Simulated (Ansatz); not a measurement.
## CdS (Hawleyite) in Ansatz: the effect of exact exchange

The system is CdS (Hawleyite).

```
CELL_PARAMETERS angstrom
0.00000 2.91650 2.91650
2.91650 0.00000 2.91650
2.91650 2.91650 0.00000
ATOMIC_POSITIONS crystal
Cd 0.00000 0.00000 0.00000
S 0.75000 0.75000 0.75000
```

Alike in all runs:

| Item | Value |
| --- | --- |
| Program | Ansatz 0.2.0 |
| Task | single point |
| Functional | HSE06 form with a typed share of exact exchange |
| Potentials or basis | Ansatz PAW |
| Cutoff | 420 eV (not typed: the program's choice for these potentials) |
| k mesh | 4 × 4 × 4 |
| Occupations | fermi-dirac, width 0.05 eV |
| Spin | no spin polarisation |

```tsv
exact exchange	gap on the mesh (eV)	pressure (GPa)
0.05	1.34	2.8
0.1	1.55	2.5
0.15	?	?
0.2	1.98	2.1
0.25	2.20	1.8
0.3	2.42	1.6
```

Q: What does the run with exact exchange 0.15 give?

A: gap on the mesh 1.76 eV; pressure 2.3 GPa.

Worked out: A straight line through the other rows of the gap on the mesh, of slope 4.32 eV per unit of exact exchange, gives 1.77 eV, against the run's 1.76. A straight line through the other rows of the pressure, of slope -4.74 GPa per unit of exact exchange, gives 2.3 GPa, against the run's 2.3.

Caveats: all runs use coarse meshes; the PAW data sets come from PBE, with cores solved anew for the run's functional, which leaves a small shift of forces and pressure; the thresholds are loose for stress.

